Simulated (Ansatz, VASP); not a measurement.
# Si72O143 (V_O (F centre)): VASP beside Ansatz, part 2 of 2

Aim: how closely do two programs agree when they are given the same cell, functional and k mesh? The cell is taken from a series of runs on this material, whose earlier steps may have relaxed, scaled, displaced or heated it; both programs get it as it stands.

VASP 6.6.1 and Ansatz 0.2.0.

So far: The structure; Ansatz: single point, PBE.

### 3. VASP: single point, PBE

Level of this step: PBE, zero-moment start; plane waves and PAW (Si, O) (VASP).

The same cell, functional, mesh and smearing now go to VASP, with its own data sets.

Lines of VASP's logs that name or quote its potential files are left out, and so is its time.

Contents of INCAR:

```
SYSTEM = Si72O143
PREC = Accurate
ENCUT = 520
EDIFF = 1E-06
NELM = 200
ISMEAR = -1
SIGMA = 0.01
LREAL = Auto
ALGO = Normal
GGA = PE
NBANDS = 723
ISPIN = 2
MAGMOM = 0 0 0 0 0 0 0 0 0 0 0 0 0 0 0 0 0 0 0 0 0 0 0 0 0 0 0 0 0 0 0 0 0 0 0 0 0 0 0 0 0 0 0 0 0 0 0 0 0 0 0 0 0 0 0 0 0 0 0 0 0 0 0 0 0 0 0 0 0 0 0 0 0 0 0 0 0 0 0 0 0 0 0 0 0 0 0 0 0 0 0 0 0 0 0 0 0 0 0 0 0 0 0 0 0 0 0 0 0 0 0 0 0 0 0 0 0 0 0 0 0 0 0 0 0 0 0 0 0 0 0 0 0 0 0 0 0 0 0 0 0 0 0 0 0 0 0 0 0 0 0 0 0 0 0 0 0 0 0 0 0 0 0 0 0 0 0 0 0 0 0 0 0 0 0 0 0 0 0 0 0 0 0 0 0 0 0 0 0 0 0 0 0 0 0 0 0 0 0 0 0 0 0 0 0 0 0 0 0 0 0 0 0 0 0
LORBIT = 11
LWAVE = .FALSE.
LCHARG = .FALSE.
ISIF = 2
NUPDOWN = 0
LASPH = .TRUE.
GGA_COMPAT = .FALSE.
```

Contents of POSCAR:

```
Si72O143
1.0
   -5.0210274266      8.6966746091     11.0189520783
   10.0420548533      0.0000000000     11.0189520783
    7.5315411399     13.0450119137      0.0000000000
Si O
72 143
Direct
    0.2154186220      0.4529195382      0.1892316906
    0.4649131475      0.2006727991      0.0313154029
[... 4 atom lines left out ...]
    0.2046524282      0.4521301056      0.5243839335
    0.4614550719      0.2164832978      0.3683611319
[... 5 atom lines left out ...]
    0.4619052657      0.2101105308      0.6934012082
[... 3 atom lines left out ...]
    0.2495834369      0.2496265993      0.6714870679
[... 3 atom lines left out ...]
    0.2843016270      0.5495613945      0.3010030748
[... 3 atom lines left out ...]
    0.4657561150      0.6888521532      0.3588761183
[... 1 atom line left out ...]
    0.2900417300      0.5341761599      0.6296937409
[... 8 atom lines left out ...]
    0.7151303815      0.4526883950      0.1894366613
[... 5 atom lines left out ...]
    0.7116936660      0.4486812259      0.5222816235
[... 1 atom line left out ...]
    0.5350802816      0.3222631938      0.4707175648
[... 2 atom lines left out ...]
    0.7495230102      0.2522772055      0.3392653713
[... 2 atom lines left out ...]
    0.5361320622      0.2992187110      0.8086963738
[... 6 atom lines left out ...]
    0.7878999691      0.5473136629      0.3007183868
    0.5003311779      0.5027991905      0.1763911830
[... 5 atom lines left out ...]
    0.5065517644      0.4680532438      0.4915822605
[... 14 atom lines left out ...]
    0.4909501481      0.4145108301      0.1420680482
[... 5 atom lines left out ...]
    0.2578899100      0.3414675273      0.5746879040
[... 1 atom line left out ...]
    0.4749326655      0.3011931716      0.4076460877
[... 4 atom lines left out ...]
    0.2556495641      0.4738884780      0.4075433774
[... 1 atom line left out ...]
    0.3442413781      0.2271853717      0.3871824831
[... 3 atom lines left out ...]
    0.4774696152      0.2812393963      0.7455602969
[... 5 atom lines left out ...]
    0.2626872077      0.4668483043      0.7411545917
[... 1 atom line left out ...]
    0.3450053767      0.2217199950      0.7129330981
[... 5 atom lines left out ...]
    0.4035327075      0.5305350628      0.2626272782
[... 8 atom lines left out ...]
    0.2187828010      0.5311859279      0.5683606988
    0.4935633177      0.7612337224      0.4010674370
[... 1 atom line left out ...]
    0.4051077690      0.4855662560      0.5774564583
    0.2703021316      0.6486636838      0.6298828866
[... 4 atom lines left out ...]
    0.3465833899      0.7135529633      0.3830043796
[... 13 atom lines left out ...]
    0.7641813064      0.3403457459      0.2395278690
[... 4 atom lines left out ...]
    0.7364778768      0.1593309785      0.3148834534
[... 1 atom line left out ...]
    0.5166031367      0.2305129931      0.2528608486
[... 1 atom line left out ...]
    0.5962570129      0.4682833971      0.2192746302
[... 1 atom line left out ...]
    0.5090161824      0.1041338598      0.4212054734
    0.7638579509      0.3391917149      0.5764027159
[... 2 atom lines left out ...]
    0.6536247582      0.2919547077      0.4198235798
[... 1 atom line left out ...]
    0.7363326693      0.1584630247      0.6456305995
[... 1 atom line left out ...]
    0.5134739631      0.2431243113      0.5772638656
    0.7653352961      0.4686547364      0.4060047050
    0.5955472939      0.4550026991      0.5402140387
[... 1 atom line left out ...]
    0.5106454460      0.0956448613      0.7393249874
[... 3 atom lines left out ...]
    0.6532263445      0.2833350274      0.7570084522
[... 9 atom lines left out ...]
    0.7410936751      0.5298112726      0.2265418680
[... 5 atom lines left out ...]
    0.5138959705      0.7122656238      0.2414222338
[... 3 atom lines left out ...]
    0.5057986744      0.5710637742      0.4036575059
[... 22 atom lines left out ...]
    0.8453132180      0.7110085157      0.7148170797
```

Contents of KPOINTS:

```
Automatic mesh
0
Gamma
1 1 1
0 0 0
```

PAW data sets: Si and O (PBE family, release 64).

Launch:

```
export OMP_NUM_THREADS=3
mpirun -np 1 vasp_gam
```

Numbers of over 12 decimals in the logs are rounded to 6 here.

The log of the run:

```text
[banner, memory and clock lines left out]
running    1 mpi-ranks, on    1 nodes
[...]
Offloading initialized ...    1 GPUs detected
[...]
LDA part: xc-table for (Slater+PW92), standard interpolation
 POSCAR, INCAR and KPOINTS ok, starting setup
[...]
entering main loop
       N       E                     dE             d eps       ncg     rms          rms(c)
DAV:   1     0.106574629385E+05    0.10657E+05   -0.68127E+05  2972   0.155E+03
DAV:   2    -0.962124384904E+03   -0.11620E+05   -0.11285E+05  3554   0.380E+02
DAV:   3    -0.190250805638E+04   -0.94038E+03   -0.93491E+03  3456   0.115E+02
DAV:   4    -0.192161795125E+04   -0.19110E+02   -0.19030E+02  3456   0.178E+01
[...]
DAV:  15    -0.169701846236E+04   -0.43482E-04   -0.31320E-05  3256   0.984E-03    0.129E-02
DAV:  16    -0.169701846701E+04   -0.46422E-05   -0.10342E-05  3312   0.617E-03    0.312E-03
DAV:  17    -0.169701846684E+04    0.16338E-06   -0.28967E-06  2584   0.303E-03
   1 F= -.16970185E+04 E0= -.16970185E+04  d E =-.313117E-12  mag=    -0.0000
```

Parts of OUTCAR (step 3):

```text
 magnetization (x)
# of ion       s       p       d       tot
------------------------------------------
    1        0.000  -0.000   0.000   0.000
    2        0.000   0.000   0.000   0.000
    3        0.000   0.000   0.000   0.000
    4        0.000  -0.000   0.000  -0.000
    5       -0.000  -0.000   0.000  -0.000
    6        0.000   0.000   0.000   0.000
    7       -0.000  -0.000   0.000  -0.000
    8       -0.000  -0.000   0.000  -0.000
    9       -0.000  -0.000   0.000  -0.000
   10       -0.000  -0.000   0.000  -0.000
   11       -0.000  -0.000   0.000  -0.000
   12        0.000  -0.000   0.000   0.000
   13       -0.000  -0.000   0.000  -0.000
[...]
--------------------------------------------------
tot          0.000   0.000   0.000   0.000

[... 2 further parts left out ...]
[key lines of the parts left out:]
E-fermi :   1.0003
```

The run ends at a pressure of -0.22 GPa, with forces up to 3.4 eV/Å.

### 4. Side by side

Known differences besides the potentials themselves: the cutoff is 420 eV in Ansatz and 520 eV in VASP (PREC = Accurate, projectors in real space). Total energies have different zeros and are not compared.

Forces on 7 of the 215 atoms, those with the largest forces and the largest differences (eV/Å; atoms numbered as in POSCAR):

```tsv
atom	Ansatz x, y, z	VASP x, y, z
Si28	-0.368, -0.120, 0.296	-0.372, -0.114, 0.312
Si45	-2.880, -0.440, -1.851	-2.834, -0.437, -1.808
Si65	2.855, 0.191, 1.979	2.805, 0.192, 1.945
O88	-0.319, 0.043, -0.095	-0.326, 0.042, -0.094
O122	0.034, 0.486, 0.347	0.030, 0.488, 0.355
O125	1.002, -0.222, -0.483	1.019, -0.236, -0.488
O156	-0.120, 0.329, -0.412	-0.117, 0.341, -0.427
```

The forces differ by 7.1 meV/Å r.m.s., which is 3.5 % of the r.m.s. force of 0.203 eV/Å (both taken over all components).

### 5. Outcome

```yaml
r_m_s_force_difference_single_point_pbe: 3.5 % of the r.m.s. force
```

The r.m.s. force difference is 3.5 % of the r.m.s. force (single point, PBE), beyond the 3 % picked in this series as the mark of a large difference. Such differences can come from data sets, numerical settings and the points named under the comparisons, not from the functional's error against experiment.

[Lines on the potential files, build, host, timing and source positions are cut from VASP's logs without a mark.]

[Logs are printed without paths, hosts, clocks, repeated set-up lines and the standing remarks that a program may print on its own settings, such as how far it seeks lower states.]

[Hosts, paths, dates, database ids (printed as entryN), source tags and the programs' standing remarks are cut or masked in the printed files.]
